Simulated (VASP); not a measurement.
# Al2O3 (R-3c) in VASP: settings compared

One crystal, Al2O3, is run at these levels: RPBE, rev-vdW-DF2, PBE, r2SCAN+rVV10; tasks: band structure.

All numbers are computed with VASP 6.6.1; they aren't measurements. Logs are shortened: lines on timing, memory, paths and dates and some standing lists are left out, and cuts for length are marked.

**Measured values to compare with.**

“Multi-petahertz electron interference in Cr:Al2O3 solid-state material”, 2018, pmc:5906618 quotes, for a bulk crystal of Al2O3: band gap 8.7 eV (optical).

The results are compared with them further down.

## (1) The crystal as given

It takes space group R-3c (No. 167, trigonal). The conventional cell has a = 4.836 Å, b = 4.836 Å, c = 13.207 Å, α = 90.00°, β = 90.00°, γ = 120.00°. Al (site symmetry 3) has 6 O at 1.88 to 2.00 Å as nearest neighbours. O (site symmetry 2) is surrounded by 4 Al at 1.88 to 2.00 Å.

## (2) Band structure, RPBE

INCAR

```
SYSTEM = Al2O3
PREC     = Accurate       ! precision mode
ENCUT    = 520            ! plane-wave cutoff, eV
EDIFF    = 1E-6           ! SCF threshold, eV
ISMEAR   = 0              ! smearing method
SIGMA    = 0.03           ! smearing width, eV
LREAL    = .FALSE.        ! projectors in reciprocal space
LASPH    = .TRUE.         ! aspherical terms in the spheres
NELM     = 80             ! most SCF steps
ALGO     = Normal         ! electronic algorithm
ISIF     = 2              ! what is computed and relaxed
LWAVE    = .FALSE.        ! write WAVECAR
LCHARG   = .FALSE.        ! write CHGCAR
GGA      = RP             ! functional
NBANDS   = 35             ! bands
ICORELEVEL= 1            
KPAR     = 2
```

KPOINTS

```
regular mesh
0
G
  9 9 7
  0 0 0
```

POSCAR

```
Al2O3                                   
1.0
    2.4177868824      1.3959099092      4.4022067574
   -2.4177868824      1.3959099092      4.4022067574
    0.0000000000     -2.7918198185      4.4022067574
  Al              O             
     4     6
Direct
     0.3521275700316979    0.3521275700316979    0.3521275700316979
     0.1478724299683022    0.1478724299683022    0.1478724299683022
     0.6478724299683022    0.6478724299683022    0.6478724299683022
     0.8521275700316978    0.8521275700316978    0.8521275700316978
     0.5563547274488302    0.9436452725511698    0.2500000000000000
     0.2500000000000000    0.5563547274488302    0.9436452725511698
     0.9436452725511698    0.2500000000000000    0.5563547274488302
     0.4436452725511699    0.0563547274488301    0.7500000000000000
     0.7500000000000000    0.4436452725511699    0.0563547274488301
     0.0563547274488301    0.7500000000000000    0.4436452725511699
```

KPOINTS_OPT

```
explicit points
143
Reciprocal
 0.0000000000  0.0000000000  0.0000000000 1
 0.0357142857  0.0000000000  0.0000000000 1
 0.0714285714  0.0000000000  0.0000000000 1
 0.1071428571  0.0000000000  0.0000000000 1
 0.1428571429  0.0000000000  0.0000000000 1
 0.1785714286  0.0000000000  0.0000000000 1
[... 135 lines left out ...]
 0.6331197603  0.6331197603  0.2337604795 1
 0.6331197603  0.3668802397  0.0000000000 1
```

Potentials or basis: VASP PAW PBE potentials, release 64 (Al, O).

The run is started by

```console
$ cat potpaw_PBE.64/Al/POTCAR potpaw_PBE.64/O/POTCAR > POTCAR
$ mpirun -np 2 vasp_std > vasp.out
```

OUTCAR:

```text
SYSTEM = Al2O3
   PREC = Accurate
   ENCUT = 520
   EDIFF = 1E-6
   ISMEAR = 0
   LREAL = .FALSE.
   LASPH = .TRUE.
   NELM = 80
   ISIF = 2
   GGA = RP

 ion  position               nearest neighbor table
   1  0.352  0.352  0.352-  10 1.88   8 1.88   9 1.88   5 2.00   7 2.00   6 2.00   2 2.70   3 2.84
                             3 2.84   3 2.84   2 3.27   2 3.27   2 3.27
   2  0.148  0.148  0.148-   9 1.88   8 1.88  10 1.88   5 2.00   6 2.00   7 2.00   1 2.70   4 2.84
                             4 2.84   4 2.84   1 3.27   1 3.27   1 3.27
   3  0.648  0.648  0.648-   7 1.88   5 1.88   6 1.88   8 2.00  10 2.00   9 2.00   4 2.70   1 2.84
                             1 2.84   1 2.84   4 3.27   4 3.27   4 3.27
   4  0.852  0.852  0.852-   6 1.88   5 1.88   7 1.88   8 2.00   9 2.00  10 2.00   3 2.70   2 2.84
                             2 2.84   2 2.84   3 3.27   3 3.27   3 3.27
   5  0.556  0.944  0.250-   3 1.88   4 1.88   1 2.00   2 2.00
   6  0.250  0.556  0.944-   4 1.88   3 1.88   2 2.00   1 2.00
   7  0.944  0.250  0.556-   3 1.88   4 1.88   1 2.00   2 2.00
   8  0.444  0.056  0.750-   1 1.88   2 1.88   3 2.00   4 2.00
   9  0.750  0.444  0.056-   2 1.88   1 1.88   4 2.00   3 2.00
  10  0.056  0.750  0.444-   1 1.88   2 1.88   3 2.00   4 2.00

  LATTYP: Found a trigonal (rhomboedric) cell.
 ALAT       =     5.2128382114
 COS(alpha) =     0.5697533097

  Lattice vectors:

 A1 = (   2.4177868824,   1.3959099092,   4.4022067574)
 A2 = (  -2.4177868824,   1.3959099092,   4.4022067574)
 A3 = (   0.0000000000,  -2.7918198185,   4.4022067574)

Analysis of symmetry for initial positions (statically):
=====================================================================
 Subroutine PRICEL returns:
 Original cell was already a primitive cell.

 Routine SETGRP: Setting up the symmetry group for a
 trigonal (rhombohedral) supercell.

 Subroutine GETGRP returns: Found 12 space group operations
 (whereof  6 operations were pure point group operations)
 out of a pool of 12 trial point group operations.

The static configuration has the point symmetry S_6 .
 The point group associated with its full space group is D_3d.

Analysis of symmetry for dynamics (positions and initial velocities):
=====================================================================
 Subroutine PRICEL returns:
 Original cell was already a primitive cell.

 Routine SETGRP: Setting up the symmetry group for a
 trigonal (rhombohedral) supercell.

 Subroutine GETGRP returns: Found 12 space group operations
 (whereof  6 operations were pure point group operations)
 out of a pool of 12 trial point group operations.

The dynamic configuration has the point symmetry S_6 .
[... 165 lines left out ...]
   AEXX    =    0.0000 exact exchange contribution
   IVDW    =     0    specifies the selected vdW correction
   LEPSILON=     F    determine dielectric tensor
   LRPA    =     F    only Hartree local field effects (RPA)
 non-spin polarized calculation
 Gauss-broadening in eV      SIGMA  =   0.03
  energy-cutoff  :      520.00
  volume of cell :       89.15
 maximum number of plane-waves:      2418
   NGX = 19   NGY = 19   NGZ = 19

 number of electron      48.0000001 magnetization

 Free energy of the ion-electron system (eV)
  ---------------------------------------------------
  ext. energy  EPLUGINS =         0.00000000
  ---------------------------------------------------
  free energy    TOTEN  =       -70.99938567 eV

  energy without entropy =      -70.99938567  energy(sigma->0) =      -70.99938567

 the core state eigenenergies are
   1-  1s  -1498.3148  2s    -95.1967  2p    -56.6691
   2-  1s  -1498.3148  2s    -95.1967  2p    -56.6691
   3-  1s  -1498.3148  2s    -95.1967  2p    -56.6691
   4-  1s  -1498.3148  2s    -95.1967  2p    -56.6691
   5-  1s   -497.7071
   6-  1s   -497.7071
   7-  1s   -497.7071
   8-  1s   -497.7071
   9-  1s   -497.7071
  10-  1s   -497.7071

 E-fermi :   5.9015     XC(G=0): -11.2556

 val. band max:        5.7495132099   @ k =   0.0000   0.0000   0.0000
 cond. band min:      11.4828349429   @ k =   0.0000   0.0000   0.0000
 fundamental gap:      5.7333217330
 Fermi energy:         5.9015042949

 k-point     1 :       0.0000    0.0000    0.0000
  band No.  band energies     occupation
      1     -13.1999      2.00000
      2     -11.0776      2.00000
      3     -10.8270      2.00000
      4     -10.8270      2.00000
      5     -10.5320      2.00000
      6     -10.5320      2.00000
[... 259 lines left out ...]
  band No.  band energies     occupation
      1     -12.7536      2.00000
      2     -11.4227      2.00000
      3     -10.9504      2.00000
      4     -10.8480      2.00000
      5     -10.7717      2.00000
      6     -10.5333      2.00000
      7      -0.4213      2.00000
      8      -0.0651      2.00000
      9       0.1020      2.00000
     10       1.0059      2.00000
     11       1.5480      2.00000
     12       2.0072      2.00000
     13       2.8535      2.00000

------------------------ aborting loop because EDIFF is reached ----------------------------------------

  FORCE on cell =-STRESS in cart. coord.  units (eV):
  Direction    XX          YY          ZZ          XY          YZ          ZX
  --------------------------------------------------------------------------------------
  -------------------------------------------------------------------------------------
  Total        0.2110009      0.2110009      0.2005902      0.0000000     -0.0000000      0.0000000
  in kB        3.7922578      3.7922578      3.6051497      0.0000000     -0.0000000      0.0000000
  external PRESSURE =       3.7298885 kB  Pullay stress =       0.0000000 kB

 VOLUME and BASIS-vectors are now :
 -----------------------------------------------------------------------------
  energy-cutoff  :      520.00
  volume of cell :       89.15
      direct lattice vectors                 reciprocal lattice vectors
     2.417786882  1.395909909  4.402206757     0.206800692  0.119396435  0.075719600
    -2.417786882  1.395909909  4.402206757    -0.206800692  0.119396435  0.075719600
     0.000000000 -2.791819819  4.402206757     0.000000000 -0.238792870  0.075719600

 POSITION                                       TOTAL-FORCE (eV/Angst)
 -----------------------------------------------------------------------------------
      0.00000     -0.00000      4.65042         0.000000     -0.000000      0.000974
      0.00000     -0.00000      1.95290         0.000000      0.000000     -0.000974
      0.00000     -0.00000      8.55621         0.000000      0.000000     -0.000974
      0.00000     -0.00000     11.25373         0.000000     -0.000000      0.000974
     -0.93639      1.39591      7.70386         0.002089     -0.000000     -0.000000
     -0.74070     -1.50889      7.70386        -0.001045      0.001809      0.000000
      1.67709      0.11298      7.70386        -0.001045     -0.001809      0.000000
      0.93639     -1.39591      5.50276        -0.002089     -0.000000      0.000000
      0.74070      1.50889      5.50276         0.001045     -0.001809      0.000000
     -1.67709     -0.11298      5.50276         0.001045      0.001809      0.000000
 -----------------------------------------------------------------------------------
    total drift:                                0.000000     -0.000000      0.000000

  FREE ENERGIE OF THE ION-ELECTRON SYSTEM (eV)
  ---------------------------------------------------
  free  energy   TOTEN  =       -70.9993856738 eV

  energy  without entropy=      -70.9993856738  energy(sigma->0) =      -70.99938567
```

stdout:

```text
POSCAR found type information on POSCAR AlO
 POSCAR found :  2 types and      10 ions
 scaLAPACK will be used
 -----------------------------------------------------------------------------
|                                                                             |
|                                                                             |
[... 23 lines left out ...]
 -----------------------------------------------------------------------------

 POSCAR, INCAR and KPOINTS ok, starting setup
 FFT: planning ... GRIDC
 FFT: planning ... GRID_SOFT
 FFT: planning ... GRID
 WAVECAR not read
 entering main loop
 Start KPOINTS_OPT (optional k-point list driver)
k-point batch [1-143\143]
```

It took 5.1 min on 2 MPI ranks of Intel Xeon 6975P-C (Granite Rapids), shared host; peak memory 0.66 GiB.

Results:

| Item | Value |
| --- | --- |
| Free energy | -70.9994 eV |
| Pressure | 0.4 GPa |
| Band gap on the k mesh | 5.73 eV, direct |
| Band gap along the path | 5.73 eV, direct |

Forces on the atoms (eV/Å):
```
Al   0.000  0.000  0.001
Al   0.000  0.000 -0.001
Al   0.000  0.000 -0.001
Al   0.000  0.000  0.001
O    0.002  0.000  0.000
O   -0.001  0.002  0.000
O   -0.001 -0.002  0.000
O   -0.002  0.000  0.000
O    0.001 -0.002  0.000
O    0.001  0.002  0.000
```

Levels at the corners of the path, in eV from the valence-band top:
```
point  band 21  band 22  band 23  band 24  band 25  band 26  band 27  band 28
    Γ    -0.44    -0.03    -0.03     0.00     5.73     8.89    10.29    11.19
    L    -0.83    -0.83    -0.24    -0.24     9.03     9.03     9.32     9.32
    L    -0.83    -0.83    -0.24    -0.24     9.03     9.03     9.32     9.32
   B1    -0.77    -0.77    -0.45    -0.45     9.33     9.33     9.76     9.76
    B    -0.77    -0.77    -0.45    -0.45     9.33     9.33     9.76     9.76
    Z    -0.34    -0.34    -0.34    -0.34     8.27     8.27    10.86    10.86
    Z    -0.34    -0.34    -0.34    -0.34     8.27     8.27    10.86    10.86
    Γ    -0.44    -0.03    -0.03     0.00     5.73     8.89    10.29    11.19
    Γ    -0.44    -0.03    -0.03     0.00     5.73     8.89    10.29    11.19
    X    -0.81    -0.77    -0.51    -0.25     9.07     9.20     9.44    10.08
    Q    -0.81    -0.77    -0.51    -0.25     9.07     9.20     9.44    10.08
    F    -0.94    -0.85    -0.68    -0.22     9.23     9.54     9.55    10.07
    F    -0.94    -0.85    -0.68    -0.22     9.23     9.54     9.55    10.07
   P1    -0.95    -0.79    -0.68    -0.42     9.38     9.68     9.84     9.92
   P1    -0.95    -0.79    -0.68    -0.42     9.38     9.68     9.84     9.92
    Z    -0.34    -0.34    -0.34    -0.34     8.27     8.27    10.86    10.86
    L    -0.83    -0.83    -0.24    -0.24     9.03     9.03     9.32     9.32
    P    -0.95    -0.79    -0.68    -0.42     9.38     9.68     9.84     9.92
```

Core levels (eV, on the scale of the bands):
| atom | levels |
| --- | --- |
| 1 Al | 1s -1498.3, 2s -95.2, 2p -56.7 |
| 2 Al | 1s -1498.3, 2s -95.2, 2p -56.7 |
| 3 Al | 1s -1498.3, 2s -95.2, 2p -56.7 |
| 4 Al | 1s -1498.3, 2s -95.2, 2p -56.7 |
| 5 O | 1s -497.7 |
| 6 O | 1s -497.7 |

Caveat: the PAW data sets were made with another functional, which shifts forces and pressure a little.

[end of part 1 of 3]
